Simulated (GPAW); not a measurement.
# InAs (F-43m) in GPAW: settings compared

Aim: see how the results for InAs move with the level of theory and the settings. Levels: PBEsol, RPBE. Tasks: band structure.

Everything below comes from runs of GPAW 26.7.0. Logs are shortened: lines on timing, memory, paths and dates and some standing lists are left out, and cuts for length are marked. The log counts tension as positive stress, the text compression.

**Measured values to compare with.**

A printed reference work, data compilation reports, for a bulk crystal of InAs at 4.2 K: band gap 0.418 eV (direct).

The runs below are set against these values where they give the same quantity.

### Step 1. Starting point

The structure is cubic, space group F-43m (No. 216). The conventional cell has a = 6.036 Å, b = 6.036 Å, c = 6.036 Å, α = 90.00°, β = 90.00°, γ = 90.00°. In (site symmetry -43m) has 4 As at 2.61 Å as nearest neighbours. As (site symmetry -43m) has 4 In at 2.61 Å as nearest neighbours.

### Step 2. Band structure, PBEsol

File run.py:

```python
from ase import Atoms
from ase.dft.bandgap import bandgap
from ase.io import write
from ase.units import GPa
from gpaw import GPAW, PW, setup_paths

setup_paths.insert(0, '.')

atoms = Atoms(['In', 'As'],
              cell=[[0.0, 3.018, 3.018],
                    [3.018, 0.0, 3.018],
                    [3.018, 3.018, 0.0]],
              scaled_positions=[[0.0, 0.0, 0.0],
                                [0.75, 0.75, 0.75]],
              pbc=True)

calc = GPAW(mode=PW(600),
            xc='PBEsol',
            kpts={'size': (8, 8, 8), 'gamma': True},
            occupations={'name': 'fermi-dirac', 'width': 0.05},
            nbands=18,
            convergence={'density': 1e-05, 'energy': 1e-05},
            maxiter=150,
            txt='gpaw.txt')
atoms.calc = calc
energy = atoms.get_potential_energy()
forces = atoms.get_forces()
stress = atoms.get_stress()
calc.write('gs.gpw')
write('result.traj', atoms)
print(f'Energy: {energy:.6f} eV')
print('Forces (eV/A):')
print(forces.round(4))
print('Stress (GPa):', (stress / GPa).round(3))
print('Fermi level:', round(calc.get_fermi_level(), 4), 'eV')
print(f'Gap: {bandgap(calc)[0]:.4f} eV, direct: {bandgap(calc, direct=True)[0]:.4f} eV')

path = atoms.cell.bandpath('GXWKGLUWLK,UX', npoints=80, eps=1e-4)
bs_calc = calc.fixed_density(kpts=path, symmetry='off', nbands=30,
                             convergence={'bands': 'CBM+6.0', 'eigenstates': 1e-6}, txt='bands.txt')
bs = bs_calc.band_structure()
bs.write('bs.json')
print(f'Gap on the path: {bandgap(bs_calc)[0]:.4f} eV')
```

Potentials or basis: PAW data sets generated in the run's folder for this functional, pw.

Command:

```bash
> gpaw-setup -f PBEsol As In
> OMP_NUM_THREADS=1 python run.py
```

gpaw.txt:

```text
__  _  _
 | _ |_)|_||  |
 |__||  | ||/\| - 26.7.0

Input parameters:
  mode=PW(ecut=600.0),
  convergence={'density': 1e-05, 'energy': 1e-05},
  kpts=MonkhorstPack(size=(8, 8, 8), gamma=True),
  maxiter=150,
  nbands=18,
  occupations=Occupations(name='fermi-dirac', width=0.05),
  xc=XC(name='PBEsol')

Diagonalizing LCAO Hamiltonian
Converting LCAO to pw mode

                     As

       In

Atoms  # Å, Bohr magnetons
|   | symbol |        x |        y |        z |    initial magnetic moments |
|---|--------|----------|----------|----------|-----------------------------|
| 0 |     In | 0.000000 | 0.000000 | 0.000000 | ( 0.0000,  0.0000,  0.0000) |
| 1 |     As | 4.527000 | 4.527000 | 4.527000 | ( 0.0000,  0.0000,  0.0000) |

Unit cell  # Å
| periodic |        x |        y |        z |  lengths |    angles |
|----------|----------|----------|----------|----------|-----------|
|      yes | 0.000000 | 3.018000 | 3.018000 | 4.268097 | 60.000000 |
|      yes | 3.018000 | 0.000000 | 3.018000 | 4.268097 | 60.000000 |
|      yes | 3.018000 | 3.018000 | 0.000000 | 4.268097 | 60.000000 |

Number of symmetries: 24
Symmetry operations  # r_c * U_cc + t_c -> r_c
|    | kind |            matrix            |
|----|------|------------------------------|
|  0 |  E   |  1, 0, 0,  0, 1, 0,  0, 0, 1 |
|  1 |  σ   |  1, 0, 0,  0, 0, 1,  0, 1, 0 |
|  2 |  σ   |  1, 0,-1,  0, 1,-1,  0, 0,-1 |
|  3 |  C3  |  1, 0,-1,  0, 0,-1,  0, 1,-1 |
|  4 |  C3  |  1,-1, 0,  0,-1, 1,  0,-1, 0 |
|  5 |  σ   |  1,-1, 0,  0,-1, 0,  0,-1, 1 |
|  6 |  σ   |  0, 1, 0,  1, 0, 0,  0, 0, 1 |
|  7 |  C3  |  0, 1, 0,  0, 0, 1,  1, 0, 0 |
|  8 |  C2  |  0, 1,-1,  1, 0,-1,  0, 0,-1 |
|  9 |  S4  |  0, 1,-1,  0, 0,-1,  1, 0,-1 |
| 10 |  C3  |  0, 0, 1,  1, 0, 0,  0, 1, 0 |
| 11 |  σ   |  0, 0, 1,  0, 1, 0,  1, 0, 0 |
| 12 |  S4  |  0, 0,-1,  1, 0,-1,  0, 1,-1 |
| 13 |  C3  |  0, 0,-1,  0, 1,-1,  1, 0,-1 |
| 14 |  S4  |  0,-1, 1,  1,-1, 0,  0,-1, 0 |
| 15 |  C2  |  0,-1, 1,  0,-1, 0,  1,-1, 0 |
| 16 |  C3  |  0,-1, 0,  1,-1, 0,  0,-1, 1 |
| 17 |  S4  |  0,-1, 0,  0,-1, 1,  1,-1, 0 |
| 18 |  S4  | -1, 1, 0, -1, 0, 1, -1, 0, 0 |
| 19 |  C3  | -1, 1, 0, -1, 0, 0, -1, 0, 1 |
| 20 |  C3  | -1, 0, 1, -1, 1, 0, -1, 0, 0 |
| 21 |  S4  | -1, 0, 1, -1, 0, 0, -1, 1, 0 |
| 22 |  σ   | -1, 0, 0, -1, 1, 0, -1, 0, 1 |
| 23 |  C2  | -1, 0, 0, -1, 0, 1, -1, 1, 0 |

BZ-sampling:
  Number of BZ points: 512
  Number of IBZ points: 29

  Monkhorst-Pack size: [8, 8, 8]
  Monkhorst-Pack shift: [0.0625, 0.0625, 0.0625]

K-points  # in reciprocal-cell coordinates
|     |                                coordinates |     weight |
|-----|--------------------------------------------|------------|
|   0 | (  0.00000000,   0.00000000,   0.00000000) | 0.00195312 |
|   1 | (  0.12500000,   0.12500000,   0.00000000) | 0.01171875 |
|   2 | (  0.12500000,   0.12500000,   0.12500000) | 0.01562500 |
|   3 | (  0.25000000,   0.12500000,   0.12500000) | 0.02343750 |
|   4 | (  0.25000000,   0.25000000,   0.00000000) | 0.01171875 |
|   5 | (  0.25000000,   0.25000000,   0.12500000) | 0.04687500 |
|   6 | (  0.25000000,   0.25000000,   0.25000000) | 0.01562500 |
|   7 | (  0.37500000,   0.25000000,  -0.37500000) | 0.04687500 |
|   8 | (  0.37500000,   0.25000000,   0.12500000) | 0.04687500 |
|   9 | (  0.37500000,   0.25000000,   0.25000000) | 0.04687500 |
| ... |                                            |            |
|  28 | (  0.50000000,   0.50000000,   0.50000000) | 0.00781250 |

Plane wave coefficients: 1856
Cutoff: 600.0 eV

Spin-components: 1 (collinear spins)
Bands:           18
Projectors:      11
Spin-degeneracy: 2
Datatype:        complex128

Parallelization:
  kpt:    1
  domain: 1
  band:   1

Density:
  Valence electrons: 18.0
  Components: 1
  Grid points: [25 25 25]
  Charge: 0.0  # |e|

Potential:
  Grid points: [25 25 25]

species:
  In:
    name:    Indium
    Z:       49.0
    valence: 13
    core:    36
    charge:  0.0  # [|e|]
    compensation charges:
      type: gauss
      rc: 0.36  # [Å]
      lmax: 2
    cutoffs:
      filter: 2.09  # [Å]
      core: 2.48  # [Å]
    projectors
    | kind |    occ | energy [eV] | rcut [Å] |
    |------|--------|-------------|----------|
    |   5s |  2.000 |      -8.248 |    1.185 |
    |   5p |  1.000 |      -2.521 |    1.244 |
    |   4d | 10.000 |     -18.596 |    1.148 |
    |    s |        |      18.964 |    1.185 |
    |    p |        |      24.691 |    1.244 |
    |    d |        |       8.615 |    1.148 |

    Using partial waves for In as LCAO basis

  As:
    name:    Arsenic
    Z:       33.0
    valence: 5
    core:    28
    charge:  0.0  # [|e|]
    compensation charges:
      type: gauss
      rc: 0.33  # [Å]
      lmax: 2
    cutoffs:
      filter: 1.87  # [Å]
      core: 2.96  # [Å]
    projectors
    | kind |    occ | energy [eV] | rcut [Å] |
    |------|--------|-------------|----------|
    |   4s |  2.000 |     -14.495 |    1.058 |
    |   4p |  3.000 |      -5.197 |    1.058 |
    |    s |        |      12.716 |    1.058 |
    |    p |        |      22.014 |    1.058 |
    |    d |        |       0.000 |    1.058 |

    Using partial waves for As as LCAO basis

Reference energy: -221362.052302  # eV

eigensolver:
  PPCG
  Converge bands: occupied
  niter=2

density mixing:
  MSR1-Mixer
  Pratt-step length: 0.05
  Maximum mixing coefficient: 0.75
  Old densities: 10
  SVD Regularization: 0.005
  Good broyden scale: 1.0
  Trust region scale: 1.0
  Backstep threshold: 4.0
  History deletion threshold: 6.0
  Fourier metric: weight=20.0, sigma=0.015

occupation numbers:
  Fermi-Dirac:
    width: 0.0500  # eV

poisson solver:
  ecut: 4800.0  # eV

xc functional:
  name: PBEsol with 2 nearest neighbor stencil

convergence criteria:
- Maximum integral of absolute [dens]ity change: 1e-05 electrons / valence electron
- Maximum [total energy] change in last 3 cyles: 1e-05 eV / valence electron
- Maximum integral of absolute [eigenst]ate change: 4e-08 eV^2 / valence electron
maximum number of iterations: 150

SCF iterations
|iter     | |      energy | eigst |  dens |
|---------|-|-------------|-------|-------|
|iter:   1| |   -8.940564 | -0.34 |       |
|iter:   2| |   -8.896763 | -2.36 | -1.19 |
|iter:   3| |   -8.717573 | -1.99 | -1.23 |
|iter:   4| |   -8.716189 | -3.40 | -1.82 |
|iter:   5| |   -8.716028 | -4.23 | -2.37 |
|iter:   6| |   -8.716050c| -5.71 | -3.16 |
|iter:   7| |   -8.716053c| -6.60 | -3.62 |
|iter:   8| |   -8.716053c| -8.30c| -4.64 |
|iter:   9| |   -8.716053c| -8.53c| -5.34c|

Converged in 9 steps
Energy contributions relative to reference atoms: (reference = -221362.052302)

Energy contributions:
  Kinetic:          24.361654
  Coulomb:         -22.481368
  Zero:              0.130980
  External:          0.000000
  Xc:              -10.727053
  Entropy:          -0.000532
  Spinorbit:         0.000000
  ----------------------------
  Free energy:      -8.716319
  Extrapolated:     -8.716053

dipole moment: (-17.152637, -17.152637, -17.152637)  # |e|*Ang

Fermi level: 4.815
Eigenvalues  # (at kpt = [0.000, 0.000, 0.000])
| band index |      eig [eV] | occ [0-2] |
|------------|---------------|-----------|
|          0 |        -9.496 |     2.000 |
|        ... |               |           |
|          2 |        -9.496 |     2.000 |
|          3 |        -9.365 |     2.000 |
|          4 |        -9.365 |     2.000 |
|          5 |        -7.156 |     2.000 |
|          6 |         4.517 |     1.995 |
|          7 |         4.768 |     1.435 |
[... 8 lines left out ...]
|         16 |        15.142 |     0.000 |
|         17 |        15.142 |     0.000 |

No gap
No difference between direct/indirect transitions

Forces  # eV/Ang
|        x |        y |        z |
|----------|----------|----------|
|  0.00000 |  0.00000 |  0.00000 |  # In   0
| -0.00000 | -0.00000 | -0.00000 |  # As   1

Stress tensor  # eV/Ang^3
|         x |         y |         z |
|-----------|-----------|-----------|
| -0.008162 | -0.000000 | -0.000000 |
| -0.000000 | -0.008162 |  0.000000 |
| -0.000000 |  0.000000 | -0.008162 |

# Writing to gs.gpw (mode='')
```

Run time: 52 s. Hardware: 1 thread of Arm Neoverse V1, shared host; peak memory 0.29 GiB.

What came out:

```yaml
Free_energy: -8.7163 eV
Pressure: 1.3 GPa
Band_gap_along_the_path: none (metal or under the smearing width)
```

Levels at the corners of the path, in eV from the Fermi level:
```
point  band 6  band 7  band 8  band 9  band 10  band 11  band 12  band 13
    Γ  -11.97   -0.30   -0.05   -0.05    -0.05     3.80     3.80     3.80
    X   -9.91   -5.95   -2.42   -2.42     1.38     1.94     9.07     9.20
    W   -9.85   -5.80   -3.06   -2.99     4.16     4.17     4.89     5.93
    K   -9.92   -5.81   -3.39   -2.04     1.98     4.18     7.20     7.34
    Γ  -11.97   -0.30   -0.05   -0.05    -0.05     3.80     3.80     3.80
    L  -10.46   -5.89   -1.06   -1.06     0.84     4.58     4.58     6.69
    U   -9.92   -5.81   -3.39   -2.04     1.98     4.18     7.20     7.34
    W   -9.85   -5.80   -3.06   -2.99     4.16     4.17     4.89     5.93
    L  -10.46   -5.89   -1.06   -1.06     0.84     4.58     4.58     6.69
    K   -9.92   -5.81   -3.39   -2.04     1.98     4.18     7.20     7.34
    U   -9.92   -5.81   -3.39   -2.04     1.98     4.18     7.20     7.34
    X   -9.91   -5.95   -2.42   -2.42     1.38     1.94     9.07     9.20
```

Caveat: spin-orbit coupling is left out, which moves the levels of the heavy elements; this crystal is a semiconductor, whose small gap the functional closes, so the metal is an error of the method.

(Continued in part 2 of 2.)
